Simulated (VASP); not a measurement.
Here is a VASP 6.6.1 calculation.

File INCAR:

```
SYSTEM = Sn
PREC = Accurate
ENCUT = 520
EDIFF = 1E-7
ISMEAR = 0
SIGMA = 0.02
LREAL = .False.
LASPH = .True.
NELM = 80
ALGO = Normal
ISIF = 2
LWAVE = .False.
LCHARG = .False.
GGA = PE
```

File KPOINTS:

```
regular mesh
0
Gamma
  6 6 6
  0 0 0
```

Contents of POSCAR:

```
Sn
1.0
    0.0000000000      3.2333428000      3.2333428000
    3.2333428000      0.0000000000      3.2333428000
    3.2333428000      3.2333428000      0.0000000000
Sn
2
Direct
    0.0000000000      0.0000000000      0.0000000000
    0.2500000000      0.2500000000      0.2500000000
```

Potentials or basis: VASP PAW PBE potentials, release 64 (Sn_d).

Run with:

```bash
$ cat potpaw_PBE.64/Sn_d/POTCAR > POTCAR
$ mpirun -np 1 vasp_std > vasp.out
```

Q: Estimate the band gap on the k mesh.

A: None (metal or under the smearing width).

Q: Predict the pressure.

A: 3.8 GPa.
